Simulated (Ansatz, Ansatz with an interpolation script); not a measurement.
# CdS (Greenockite): quasiparticle bands by Wannier interpolation

Aim: the G0W0 bands of CdS (Greenockite) along the symmetry lines, with the gap off the mesh.

Program: Ansatz 0.2.0. Level of theory: LDA, Wannier functions and G0W0, plane waves, PAW. Results are calculated unless marked as measured.

Report form: the programs' logs are mostly left out.

The database entry behind the starting cell differs from later determinations by our own check (about 0.35 % long), so it need not match the best structure at ambient conditions.

### Step 1. The starting structure

It takes space group P6_3mc (No. 186, hexagonal). Conventional cell: a = 4.150 Å, b = 4.150 Å, c = 6.737 Å, α = 90.00°, β = 90.00°, γ = 120.00°. Cd has 4 S at 2.53 to 2.54 Å nearest. Nearest to S lie 4 Cd at 2.53 to 2.54 Å. Farther neighbours and most contacts between anions are not listed.

The cell and positions come from the Crystallography Open Database and are kept as given unless a step says otherwise.

### Step 2. LDA bands

Levels along a band path, at the cheap level, show where the edges lie and whether the meshes to come will hold them.

This step: DFT, LDA, plane waves, PAW; PAW set soft_1.

input.yaml

```yaml
crystal:
  lattice:
    - [4.15, 0.0, 0.0]
    - [-2.075, 3.59400543, 0.0]
    - [0.0, 0.0, 6.737]
  atoms:
    - { symbol: Cd, position: [0.33333333, 0.66666667, 0.0] }
    - { symbol: Cd, position: [0.66666667, 0.33333333, 0.5] }
    - { symbol: S, position: [0.33333333, 0.66666667, 0.375] }
    - { symbol: S, position: [0.66666667, 0.33333333, 0.875] }
kpoints:
  mp_grid: { grid: [6, 6, 4] }
  band_path:
    path:
      - [[0.0, 0.0, 0.0], [0.5, 0.0, 0.0], [0.33333333, 0.33333333, 0.0], [0.0, 0.0, 0.0], [0.0, 0.0, 0.5], [0.5, 0.0, 0.5], [0.33333333, 0.33333333, 0.5], [0.0, 0.0, 0.5]]
      - [[0.5, 0.0, 0.5], [0.5, 0.0, 0.0]]
      - [[0.33333333, 0.33333333, 0.5], [0.33333333, 0.33333333, 0.0]]
    npoints: 10
hamiltonian:
  xc: lda
  pseudopotentials: { kind: paw, azcp: { folder: soft_1 }, xc_functional: pbe }
scf:
  occupations: { method: fermi_dirac, width: 0.02 }
  n_extra_bands: 53
output:
  eigenvalues: true
  fatbands: true
  write_density: true
  write_potential: true
  elf: true
  volumetric_format: npy
```

Started as:

```console
ansatz run input.yaml --threads 3 --pin off --max-ram 92160MiB --backend cuda --events-out ev --progress --plain --runs-dir out --devices 1 --max-vram 13GiB
```

Run time: 18 s. Hardware: 1 × NVIDIA H100 80GB HBM3 (shared by 6 runs) with 3 threads of AMD EPYC 7R13 (Zen 3), shared host; peak memory 0.96 GiB.

Numbers from this step:

```
filled bands         : 26
gap                  : 0.9104 eV
valence top at       : Γ
conduction bottom at : Γ
least direct gap     : 0.9104 eV
```

The gap is direct, at Γ.

ELF in the ac plane at fractional y = 0.333, with atoms of Cd and S within 0.2 Å of it. It is the smooth field of the valence electrons, not physical close to the nuclei.

Values, 22 rows by 14 columns, each cell a mean:
```
0.22 0.16 0.17 0.16 0.19 0.40 0.76 0.85 0.76 0.63 0.72 0.83 0.80 0.56
0.29 0.16 0.14 0.15 0.24 0.53 0.83 0.83 0.44 0.15 0.33 0.73 0.84 0.68
0.37 0.17 0.12 0.13 0.30 0.61 0.83 0.78 0.21 0.02 0.11 0.60 0.84 0.74
0.37 0.16 0.09 0.11 0.30 0.60 0.80 0.80 0.47 0.24 0.38 0.71 0.82 0.71
0.30 0.11 0.05 0.07 0.24 0.50 0.74 0.82 0.83 0.80 0.82 0.84 0.77 0.61
0.18 0.06 0.03 0.04 0.14 0.32 0.57 0.70 0.79 0.81 0.80 0.74 0.60 0.42
0.09 0.04 0.02 0.02 0.07 0.16 0.28 0.35 0.39 0.40 0.39 0.37 0.30 0.20
0.08 0.04 0.03 0.03 0.07 0.11 0.16 0.18 0.21 0.22 0.21 0.19 0.17 0.14
0.11 0.08 0.08 0.08 0.10 0.14 0.20 0.26 0.34 0.37 0.35 0.29 0.21 0.16
0.15 0.18 0.22 0.20 0.16 0.16 0.26 0.36 0.57 0.73 0.63 0.42 0.28 0.19
0.20 0.31 0.40 0.36 0.22 0.17 0.27 0.40 0.76 0.94 0.83 0.51 0.30 0.19
0.30 0.49 0.60 0.56 0.35 0.19 0.24 0.36 0.65 0.83 0.71 0.45 0.27 0.18
0.41 0.60 0.67 0.65 0.47 0.24 0.19 0.29 0.42 0.50 0.45 0.34 0.21 0.19
0.49 0.64 0.68 0.67 0.54 0.32 0.17 0.20 0.29 0.32 0.30 0.24 0.17 0.23
0.49 0.60 0.64 0.63 0.53 0.34 0.17 0.15 0.19 0.22 0.20 0.16 0.16 0.26
0.39 0.50 0.55 0.53 0.42 0.28 0.14 0.11 0.12 0.13 0.12 0.11 0.13 0.21
0.24 0.32 0.37 0.35 0.26 0.17 0.08 0.05 0.05 0.05 0.05 0.05 0.07 0.12
0.12 0.16 0.19 0.18 0.13 0.08 0.04 0.03 0.02 0.02 0.02 0.02 0.04 0.06
0.09 0.12 0.14 0.13 0.10 0.07 0.06 0.06 0.08 0.09 0.08 0.07 0.06 0.06
0.12 0.15 0.16 0.16 0.13 0.11 0.14 0.21 0.30 0.34 0.31 0.25 0.15 0.11
0.15 0.17 0.19 0.18 0.15 0.17 0.34 0.52 0.64 0.66 0.65 0.59 0.39 0.22
0.17 0.17 0.19 0.18 0.16 0.25 0.56 0.74 0.80 0.80 0.80 0.78 0.62 0.36
```
Columns run along a (4.2 Å), rows up along c (6.7 Å). Atoms in or near the plane, at fractional coordinates: Cd at (0.67, 0.50), S at (0.67, 0.87).

Valence density in the ac plane at fractional y = 0.333, with atoms of Cd and S within 0.2 Å of it. It is the smooth field of the valence electrons, not physical close to the nuclei.

Ten steps, logarithmic in the rise over the least value, from '0' (0 e/Å³) to '9' (24 e/Å³), each cell a mean:
```
11111123333321
10001123323321
10000123312331
00000123333321
00000012333321
00000011222210
00000001122110
00000011233210
00000013565420
00000125888631
00000136999741
11111135898731
11111124677521
11111112343211
01111000111100
00000000000000
00000000000000
00000000000000
00000000000000
00000000000000
00110001111100
11111111222211
```
Columns run along a (4.2 Å), rows up along c (6.7 Å). Atoms in or near the plane, at fractional coordinates: Cd at (0.67, 0.50), S at (0.67, 0.87).

### Step 3. Wannier functions (Cd:5s S:3p) on 12×12×8

Localised functions give a small Hamiltonian that interpolates between mesh points at no cost.

This step: maximally localised Wannier functions, LDA, plane waves, PAW; PAW set soft_1.

input.yaml, the sections that differ from step 2:

```yaml
kpoints:
  mp_grid: { grid: [6, 6, 4] }
scf:
  occupations: { method: fixed }
  n_extra_bands: 53
output:
  wannier:
    kmesh: [12, 12, 8]
    projections: [{ species: Cd, l: s, shell: 5 }, { species: S, l: p, shell: 3 }]
    minimise: true
    write_hr: true
    seedname: w
    conv_tol: 1.0e-06
    max_iter: 20000
    stability_check: false
    disentanglement:
      window: [1.85, 13.3]
      frozen_window: [1.85, 8.96]
      conv_tol: 1.0e-08
# crystal, hamiltonian: as in step 2
```

Elapsed: 38 s, on 1 × NVIDIA H100 80GB HBM3 (shared by 6 runs) with 3 threads; peak memory 2 GiB.

This step gave:

```
gauge-invariant spread     : 24.24 Å²
diagonal spread            : 0.1354 Å²
off-diagonal spread        : 1.005 Å²
total spread               : 25.38 Å²
least projectability       : 0.3938
localisation steps         : 1132
disentanglement steps      : 264
r.m.s. interpolation error : 5.49e-4 eV
r.m.s. error near the gap  : 7.12e-4 eV
```

Near the gap the model misses directly solved bands by 0.7 meV r.m.s. and by 10 meV at most in the window tested. This tests the starting bands, not the corrections carried with them.

Wannier functions, by row:

| function | x (Å) | y (Å) | z (Å) | spread (Å²) | nearest atom | distance (Å) |
| --- | --- | --- | --- | --- | --- | --- |
| 1 | 0 | 2.396 | -0.039 | 4.338 | Cd1 | 0.039 |
| 2 | 2.075 | 1.198 | 3.33 | 4.338 | Cd2 | 0.039 |
| 3 | 0 | 2.386 | 2.413 | 2.825 | S3 | 0.114 |
| 4 | 0 | 2.318 | 2.585 | 2.764 | S3 | 0.097 |
| 5 | 0 | 2.484 | 2.584 | 2.762 | S3 | 0.105 |
| 6 | 2.075 | 1.208 | 5.781 | 2.825 | S4 | 0.114 |
| 7 | 2.075 | 1.276 | 5.953 | 2.764 | S4 | 0.097 |
| 8 | 2.075 | 1.11 | 5.952 | 2.762 | S4 | 0.105 |

Frozen up to 2.51 eV; above it the model need not follow the bands. The electronic bands at the labelled points (eV, zero at the valence-band top):

| point | band 23 | band 24 | band 25 | band 26 | band 27 | band 28 |
| --- | --- | --- | --- | --- | --- | --- |
| Γ | -0.77 | -0.05 | 0.00 | 0.00 | 0.91 | 2.54 |
| halfway | -1.99 | -1.38 | -0.51 | -0.37 | 2.80 | 3.99 |
| M | -2.69 | -1.89 | -1.33 | -0.74 | 3.53 | 4.18 |
| halfway | -2.73 | -2.20 | -1.47 | -1.21 | 4.14 | 4.71 |
| K | -3.13 | -1.88 | -1.88 | -1.64 | 4.90 | 4.90 |
| halfway | -2.44 | -1.69 | -0.67 | -0.63 | 3.24 | 4.33 |
| Γ | -0.77 | -0.05 | 0.00 | 0.00 | 0.91 | 2.54 |
| halfway | -0.67 | -0.67 | -0.12 | -0.12 | 1.86 | 2.64 |
| A | -0.40 | -0.40 | -0.40 | -0.40 | 2.64 | 2.64 |
| halfway | -1.35 | -1.35 | -0.90 | -0.90 | 3.84 | 3.84 |
| L | -1.35 | -1.35 | -1.34 | -1.34 | 3.80 | 3.80 |
| halfway | -1.98 | -1.98 | -1.18 | -1.18 | 4.25 | 4.25 |
| H | -2.45 | -2.45 | -1.13 | -1.13 | 4.59 | 4.59 |
| halfway | -1.36 | -1.36 | -1.21 | -1.21 | 4.11 | 4.11 |
| A | -0.40 | -0.40 | -0.40 | -0.40 | 2.64 | 2.64 |
| jump to L | -1.35 | -1.35 | -1.34 | -1.34 | 3.80 | 3.80 |
| halfway | -2.17 | -1.73 | -1.13 | -0.93 | 3.52 | 4.11 |
| M | -2.69 | -1.89 | -1.33 | -0.74 | 3.53 | 4.18 |
| jump to H | -2.45 | -2.45 | -1.13 | -1.13 | 4.59 | 4.59 |
| halfway | -2.93 | -1.90 | -1.50 | -1.50 | 4.68 | 4.68 |
| K | -3.13 | -1.88 | -1.88 | -1.64 | 4.90 | 4.90 |

The same for Kohn-Sham, solved directly:

| point | band 23 | band 24 | band 25 | band 26 | band 27 | band 28 |
| --- | --- | --- | --- | --- | --- | --- |
| Γ | -0.77 | -0.05 | 0.00 | 0.00 | 0.91 | 2.54 |
| M | -2.69 | -1.89 | -1.33 | -0.74 | 3.49 | 3.66 |
| K | -3.13 | -1.88 | -1.88 | -1.64 | 4.42 | 4.90 |
| Γ | -0.77 | -0.05 | 0.00 | 0.00 | 0.91 | 2.54 |
| A | -0.40 | -0.40 | -0.40 | -0.40 | 2.60 | 2.60 |
| L | -1.35 | -1.35 | -1.34 | -1.34 | 3.23 | 3.23 |
| H | -2.45 | -2.45 | -1.13 | -1.13 | 4.17 | 4.17 |
| A | -0.40 | -0.40 | -0.40 | -0.40 | 2.60 | 2.60 |
| L | -1.35 | -1.35 | -1.34 | -1.34 | 3.23 | 3.23 |
| M | -2.69 | -1.89 | -1.33 | -0.74 | 3.49 | 3.66 |
| H | -2.45 | -2.45 | -1.13 | -1.13 | 4.17 | 4.17 |
| K | -3.13 | -1.88 | -1.88 | -1.64 | 4.42 | 4.90 |

### Step 4. G0W0 at every point of the mesh: 6×6×4 mesh, 461 empty bands, screening to 160 eV, PAW set soft_1 files

G0W0 replaces the xc potential by the self-energy, built once from these orbitals. Only a window of levels is corrected, while the sums run over the empty bands that the input names.

This step: G0W0 on LDA, plane waves, PAW; PAW set soft_1.

input.yaml, the sections that differ from step 3:

```yaml
scf:
  occupations: { method: fixed }
gw:
  n_empty_bands: 461
  ecut_chi: 160.0
  qp_bands: [v6, c2]
  screening: { model: contour_deformation }
# crystal, kpoints, hamiltonian: as in step 3
# output: removed
```

The job ended after 1.7 min (1 × NVIDIA H100 80GB HBM3 (shared by 6 runs) with 3 threads; peak memory 1.7 GiB).

This step gave:

```
bands summed                                 : 487
RPA ε∞ on this mesh (eigenvalues)            : 7.724, 7.963, 7.963
plane waves in the screening matrix          : 463
q-points in the mesh                         : 144
G0W0 gap on the mesh                         : 1.887 eV
k of the valence top                         : 0, 0, 0
k of the conduction bottom                   : 0, 0, 0
starting gap on the mesh                     : 0.9103 eV
Z at the valence top                         : 0.7357
Z at the conduction bottom                   : 0.7786
least direct G0W0 gap on the computed points : 1.887 eV
```

The gap on the mesh goes from 0.91 eV to 1.89 eV, a correction of +0.98 eV. Between the two edge states, bare exchange in place of the xc potential would open the gap by 6.59 eV, and correlation takes back 5.61 eV.

### Step 5. Interpolating the corrections

A script adds the corrections, carried to the Wannier functions and back, to the LDA levels, along the path and on a 13×13×9 mesh.

```
G0W0 gap over the zone     : 1.887 eV
valence top at             : Γ
conduction bottom at       : Γ
starting gap over the zone : 0.91 eV
least direct G0W0 gap      : 1.887 eV
G0W0 gap on the mesh       : 1.887 eV
valence width, start       : 4.446 eV
valence width, G0W0        : 4.417 eV
gap by a rigid shift       : 1.887 eV
```

Levels solved directly plus the interpolated quasiparticle correction. Limits: finite bands, cutoff and mesh; no spin-orbit coupling. Quasiparticle bands along the path, in eV, zero at the valence-band top of each set:

| point | band 23 | band 24 | band 25 | band 26 | band 27 |
| --- | --- | --- | --- | --- | --- |
| Γ | -0.82 | -0.04 | 0.00 | 0.00 | 1.89 |
| halfway | -1.99 | -1.43 | -0.53 | -0.40 | 3.76 |
| M | -2.73 | -1.96 | -1.37 | -0.78 | 4.58 |
| halfway | -2.78 | -2.27 | -1.52 | -1.27 | 5.23 |
| K | -3.18 | -1.94 | -1.94 | -1.70 | 5.59 |
| halfway | -2.45 | -1.73 | -0.70 | -0.66 | 4.25 |
| Γ | -0.82 | -0.04 | 0.00 | 0.00 | 1.89 |
| halfway | -0.70 | -0.70 | -0.13 | -0.13 | 2.78 |
| A | -0.42 | -0.42 | -0.42 | -0.42 | 3.64 |
| halfway | -1.39 | -1.39 | -0.95 | -0.95 | 4.69 |
| L | -1.41 | -1.41 | -1.39 | -1.39 | 4.34 |
| halfway | -2.04 | -2.04 | -1.23 | -1.23 | 4.91 |
| H | -2.51 | -2.51 | -1.18 | -1.18 | 5.33 |
| halfway | -1.42 | -1.42 | -1.25 | -1.25 | 5.04 |
| A | -0.42 | -0.42 | -0.42 | -0.42 | 3.64 |
| jump to L | -1.41 | -1.41 | -1.39 | -1.39 | 4.34 |
| halfway | -2.22 | -1.80 | -1.18 | -0.98 | 4.17 |
| M | -2.73 | -1.96 | -1.37 | -0.78 | 4.58 |
| jump to H | -2.51 | -2.51 | -1.18 | -1.18 | 5.33 |
| halfway | -2.99 | -1.96 | -1.55 | -1.55 | 5.74 |
| K | -3.18 | -1.94 | -1.94 | -1.70 | 5.59 |

The same for LDA:

| point | band 23 | band 24 | band 25 | band 26 | band 27 |
| --- | --- | --- | --- | --- | --- |
| Γ | -0.77 | -0.05 | 0.00 | 0.00 | 0.91 |
| M | -2.69 | -1.89 | -1.33 | -0.74 | 3.49 |
| K | -3.13 | -1.88 | -1.88 | -1.64 | 4.42 |
| Γ | -0.77 | -0.05 | 0.00 | 0.00 | 0.91 |
| A | -0.40 | -0.40 | -0.40 | -0.40 | 2.60 |
| L | -1.35 | -1.35 | -1.34 | -1.34 | 3.23 |
| H | -2.45 | -2.45 | -1.13 | -1.13 | 4.17 |
| A | -0.40 | -0.40 | -0.40 | -0.40 | 2.60 |
| L | -1.35 | -1.35 | -1.34 | -1.34 | 3.23 |
| M | -2.69 | -1.89 | -1.33 | -0.74 | 3.49 |
| H | -2.45 | -2.45 | -1.13 | -1.13 | 4.17 |
| K | -3.13 | -1.88 | -1.88 | -1.64 | 4.42 |

Minima of the lowest conduction band, from levels solved directly at the displaced points, plus the interpolated correction; masses are left empty at degenerate points, on flat bands and where the interpolated correction rules the curvature; G0W0 masses are rough. Conduction valleys, by row:

| point | k (reciprocal lattice) | valleys in the zone | G0W0 level above the valence top (eV) | LDA level above the valence top (eV) | G0W0 principal masses (m_e) | LDA principal masses (m_e) |
| --- | --- | --- | --- | --- | --- | --- |
| Γ | 0.000 0.000 0.000 | 1 | 1.887 | 0.91 | 0.149 0.157 0.157 | 0.101 0.106 0.106 |

Second differences of levels solved directly at the displaced points, plus the interpolated correction, at the quasiparticle band edges; no spin-orbit coupling; left empty where the band is flat or the interpolated correction rules the curvature. Effective masses, by row:

| carrier | point | Cartesian direction | band | LDA mass (m_e) | G0W0 mass (m_e) |
| --- | --- | --- | --- | --- | --- |
| hole | Γ | 100 | 26 | 1.633 | 1.619 |
| hole | Γ | 010 | 26 | 1.638 | 1.709 |
| hole | Γ | 001 | 26 | 1.615 | 1.515 |
| hole | Γ | 001 | 25 | 1.615 | 1.515 |
| hole | Γ | 110 | 26 | 1.635 | 1.9 |
| hole | Γ | 111 | 26 | 1.629 | 1.752 |

Corrections by starting level (eV, on the run's own energy scale, so only their differences matter):

| start | correction |
| --- | --- |
| -4.45 | −0.55 |
| -4.02 | −0.55 |
| -3.73 | −0.58 |
| -2.69 | −0.58 |
| -2.37 | −0.63 |
| -1.76 | −0.61 |
| -1.36 | −0.63 |
| -1.21 | −0.62 |
| -1.08 | −0.61 |
| -0.74 | −0.62 |
| -0.40 | −0.60 |
| 0.00 | −0.58 |
| 3.08 | +0.49 |
| 3.46 | +0.50 |
| 4.02 | +0.56 |
| 4.90 | +0.63 |

### Step 6. LDA+SOC bands, for comparison

Spin-orbit coupling can split or shift the edges; a non-collinear run measures by how much.

This step: DFT, LDA with spin-orbit coupling, plane waves, PAW; PAW set soft_1.

input.yaml

```yaml
crystal:
  lattice:
    - [4.15, 0.0, 0.0]
    - [-2.075, 3.59400543, 0.0]
    - [0.0, 0.0, 6.737]
  atoms:
    - { symbol: Cd, position: [0.33333333, 0.66666667, 0.0] }
    - { symbol: Cd, position: [0.66666667, 0.33333333, 0.5] }
    - { symbol: S, position: [0.33333333, 0.66666667, 0.375] }
    - { symbol: S, position: [0.66666667, 0.33333333, 0.875] }
kpoints:
  mp_grid: { grid: [6, 6, 4] }
  band_path:
    path:
      - [[0.0, 0.0, 0.0], [0.5, 0.0, 0.0], [0.33333333, 0.33333333, 0.0], [0.0, 0.0, 0.0], [0.0, 0.0, 0.5], [0.5, 0.0, 0.5], [0.33333333, 0.33333333, 0.5], [0.0, 0.0, 0.5]]
      - [[0.5, 0.0, 0.5], [0.5, 0.0, 0.0]]
      - [[0.33333333, 0.33333333, 0.5], [0.33333333, 0.33333333, 0.0]]
    npoints: 10
hamiltonian:
  xc: lda
  pseudopotentials: { kind: paw_fr, azcp: { folder: soft_1 }, xc_functional: pbe }
scf:
  occupations: { method: fermi_dirac, width: 0.02 }
  n_extra_bands: 10
magnetization:
  noncollinear: true
  spin_orbit: true
output:
  eigenvalues: true
```

Wall time 11 s (1 × NVIDIA H100 80GB HBM3 (shared by 6 runs) with 3 threads); peak memory 1.3 GiB.

This step gave:

| Item | Value |
| --- | --- |
| filled bands | 52 |
| gap | 0.8950 eV |
| valence top at | Γ |
| conduction bottom at | Γ |
| least direct gap | 0.8950 eV |

The gap stands −0.02 eV against LDA.

Electronic bands along the path, in eV, zero at the top of the highest nominally filled band:

| point | band 49 | band 50 | band 51 | band 52 | band 53 | band 54 | band 55 | band 56 |
| --- | --- | --- | --- | --- | --- | --- | --- | --- |
| Γ | -0.02 | -0.02 | 0.00 | 0.00 | 0.90 | 0.90 | 2.52 | 2.52 |
| halfway | -0.55 | -0.51 | -0.40 | -0.38 | 2.72 | 2.74 | 3.76 | 3.76 |
| M | -1.34 | -1.34 | -0.76 | -0.76 | 3.47 | 3.47 | 3.64 | 3.64 |
| halfway | -1.49 | -1.49 | -1.23 | -1.23 | 4.09 | 4.09 | 4.48 | 4.48 |
| K | -1.89 | -1.86 | -1.65 | -1.65 | 4.40 | 4.40 | 4.85 | 4.88 |
| halfway | -0.70 | -0.68 | -0.67 | -0.61 | 3.15 | 3.17 | 4.30 | 4.31 |
| Γ | -0.02 | -0.02 | 0.00 | 0.00 | 0.90 | 0.90 | 2.52 | 2.52 |
| halfway | -0.15 | -0.15 | -0.12 | -0.12 | 1.84 | 1.84 | 2.60 | 2.60 |
| A | -0.40 | -0.40 | -0.40 | -0.40 | 2.58 | 2.58 | 2.58 | 2.58 |
| halfway | -0.93 | -0.93 | -0.91 | -0.91 | 3.56 | 3.56 | 3.57 | 3.57 |
| L | -1.35 | -1.35 | -1.35 | -1.35 | 3.22 | 3.22 | 3.22 | 3.22 |
| halfway | -1.21 | -1.21 | -1.19 | -1.19 | 3.74 | 3.74 | 3.78 | 3.78 |
| H | -1.15 | -1.15 | -1.14 | -1.14 | 4.13 | 4.13 | 4.18 | 4.18 |
| halfway | -1.25 | -1.25 | -1.20 | -1.20 | 3.87 | 3.87 | 3.92 | 3.92 |
| A | -0.40 | -0.40 | -0.40 | -0.40 | 2.58 | 2.58 | 2.58 | 2.58 |
| jump to L | -1.35 | -1.35 | -1.35 | -1.35 | 3.22 | 3.22 | 3.22 | 3.22 |
| halfway | -1.15 | -1.15 | -0.95 | -0.95 | 3.06 | 3.06 | 3.66 | 3.66 |
| M | -1.34 | -1.34 | -0.76 | -0.76 | 3.47 | 3.47 | 3.64 | 3.64 |
| jump to H | -1.15 | -1.15 | -1.14 | -1.14 | 4.13 | 4.13 | 4.18 | 4.18 |
| halfway | -1.56 | -1.51 | -1.51 | -1.49 | 4.53 | 4.54 | 4.58 | 4.58 |
| K | -1.89 | -1.86 | -1.65 | -1.65 | 4.40 | 4.40 | 4.85 | 4.88 |

### Step 7. Results

- LDA gap: 0.91 eV
- G0W0 gap over the zone: 1.89 eV, direct
- least direct G0W0 gap, in the model: 1.89 eV
- with the spin-orbit change: 1.87 eV
- GW settings: 6×6×4 mesh, 461 empty bands, screening to 160 eV, PAW set soft_1 files
- known limits: not at the basis limit; no spin-orbit coupling

The Wannier model follows the LDA bands to under 1 meV r.m.s. near the gap. The G0W0 gap over the zone is 1.89 eV, direct, from Γ to Γ; on the mesh alone it is 1.89 eV, nearly the same. The valence width in the model goes from 4.45 eV to 4.42 eV. LDA+SOC gives a gap of 0.89 eV on the same path, a spin-orbit change of −0.02 eV that would bring the G0W0 gap to 1.87 eV. Bands and cutoff are finite, so the gap is not at the basis limit. The miss can reach some tenths of an eV and take either sign; the mesh is an error of its own. Beside the filled d shell of Cd, one-shot G0W0 from a semilocal start often leaves the gap short. Above the frozen window of the model the interpolated levels need not meet the computed ones, even at points of the mesh.

[Paths, hosts, dates, memory and timing lines, banners, echoed tables and standing remarks are left out of the program output.]

[Logs are printed without paths, hosts, clocks, repeated set-up lines and the standing remarks that a program may print on its own settings, such as how far it seeks lower states.]

[Runs of the session that timed out or met a known fault of the program may be left out.]

[Hosts, paths, dates, database ids (printed as entryN), source tags and the programs' standing remarks are cut or masked in the printed files.]
